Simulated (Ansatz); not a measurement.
All numbers below come from DFT PBE, scalar-relativistic, plane waves, PAW (Ansatz).

Levels along Γ–X–U | K–Γ–L–W–X, in eV from a zero inside the gap, sorted by energy at each point. Points in fractions of the primitive reciprocal vectors: Γ (0.000 0.000 0.000), X (-0.500 -0.500 0.000), U (-0.375 -0.375 0.250), K (-0.375 0.000 0.375), L (0.000 0.000 0.500), W (-0.500 -0.250 0.250).
| point | k (1/Å, with 2π) | band 12 | band 13 | band 14 | band 15 | band 16 | band 17 |
| --- | --- | --- | --- | --- | --- | --- | --- |
| Γ | 0.000 | -0.08 | -0.08 | -0.08 | 0.08 | 3.64 | 3.64 |
| - | 0.156 | -1.24 | -0.31 | -0.31 | 1.21 | 3.38 | 3.97 |
| - | 0.312 | -2.44 | -0.83 | -0.83 | 2.21 | 2.92 | 4.77 |
| - | 0.469 | -3.59 | -1.40 | -1.40 | 2.14 | 3.07 | 5.80 |
| - | 0.625 | -4.67 | -1.90 | -1.90 | 1.74 | 2.89 | 6.93 |
| - | 0.781 | -5.63 | -2.27 | -2.27 | 1.48 | 2.36 | 8.10 |
| - | 0.937 | -6.37 | -2.51 | -2.51 | 1.41 | 1.87 | 9.17 |
| X | 1.094 | -6.67 | -2.59 | -2.59 | 1.48 | 1.60 | 9.71 |
| - | 1.149 | -6.67 | -2.64 | -2.58 | 1.51 | 1.66 | 9.59 |
| - | 1.204 | -6.66 | -2.78 | -2.56 | 1.56 | 1.89 | 9.31 |
| - | 1.259 | -6.64 | -2.97 | -2.52 | 1.60 | 2.26 | 8.97 |
| - | 1.315 | -6.62 | -3.18 | -2.46 | 1.66 | 2.73 | 8.61 |
| - | 1.370 | -6.58 | -3.39 | -2.38 | 1.73 | 3.27 | 8.25 |
| - | 1.425 | -6.55 | -3.56 | -2.30 | 1.82 | 3.85 | 7.92 |
| U | 1.480 | -6.50 | -3.69 | -2.20 | 1.91 | 4.45 | 7.62 |
| K | 1.480 | -6.50 | -3.69 | -2.20 | 1.91 | 4.45 | 7.62 |
| - | 1.646 | -6.27 | -3.77 | -1.82 | 2.23 | 5.71 | 6.70 |
| - | 1.812 | -5.80 | -3.42 | -1.38 | 2.50 | 5.51 | 5.76 |
| - | 1.977 | -5.04 | -2.77 | -0.92 | 2.52 | 4.95 | 4.99 |
| - | 2.143 | -4.01 | -1.93 | -0.54 | 2.26 | 4.26 | 4.40 |
| - | 2.309 | -2.77 | -1.06 | -0.27 | 1.82 | 3.82 | 3.98 |
| - | 2.474 | -1.39 | -0.36 | -0.12 | 1.13 | 3.65 | 3.73 |
| Γ | 2.640 | -0.08 | -0.08 | -0.08 | 0.08 | 3.64 | 3.64 |
| - | 2.776 | -1.16 | -0.16 | -0.16 | 0.92 | 3.73 | 3.76 |
| - | 2.911 | -2.38 | -0.36 | -0.36 | 1.33 | 4.05 | 4.05 |
| - | 3.046 | -3.57 | -0.60 | -0.60 | 1.30 | 4.36 | 4.36 |
| - | 3.181 | -4.66 | -0.82 | -0.82 | 1.12 | 4.54 | 4.54 |
| - | 3.317 | -5.57 | -1.00 | -1.00 | 0.95 | 4.59 | 4.59 |
| - | 3.452 | -6.22 | -1.11 | -1.11 | 0.83 | 4.56 | 4.56 |
| L | 3.587 | -6.46 | -1.15 | -1.15 | 0.79 | 4.54 | 4.54 |
| - | 3.698 | -6.44 | -1.52 | -1.21 | 1.17 | 4.43 | 4.69 |
| - | 3.808 | -6.40 | -2.21 | -1.40 | 1.86 | 4.23 | 5.13 |
| - | 3.919 | -6.36 | -2.86 | -1.70 | 2.51 | 4.10 | 5.80 |
| - | 4.029 | -6.34 | -3.33 | -2.09 | 3.06 | 4.14 | 6.18 |
| - | 4.140 | -6.39 | -3.56 | -2.52 | 3.54 | 4.35 | 5.78 |
| - | 4.250 | -6.47 | -3.54 | -2.93 | 3.98 | 4.64 | 5.29 |
| W | 4.361 | -6.50 | -3.39 | -3.20 | 4.32 | 4.62 | 5.18 |
| - | 4.439 | -6.51 | -3.36 | -3.17 | 4.03 | 4.09 | 5.75 |
| - | 4.517 | -6.54 | -3.26 | -3.10 | 3.41 | 3.48 | 6.56 |
| - | 4.595 | -6.58 | -3.11 | -2.99 | 2.79 | 2.91 | 7.41 |
| - | 4.673 | -6.61 | -2.94 | -2.86 | 2.26 | 2.39 | 8.23 |
| - | 4.751 | -6.64 | -2.77 | -2.73 | 1.84 | 1.97 | 8.97 |
| - | 4.829 | -6.67 | -2.64 | -2.63 | 1.57 | 1.70 | 9.51 |
| X | 4.907 | -6.67 | -2.59 | -2.59 | 1.48 | 1.60 | 9.71 |

The cell has space group F-43m, 2 atoms and 28 electrons in the valence of the PAW potentials, and holds 2 elements, among them As; it is relaxed at this level.

Cutoff 420 eV, k mesh 12×12×12. No spin polarisation.

**Question.** Which material gives these bands?

**Answer.** GaAs, conventional cell a = 5.745 Å (cubic). Other compounds weren't ruled out.

It was relaxed from a cell as deposited in COD.
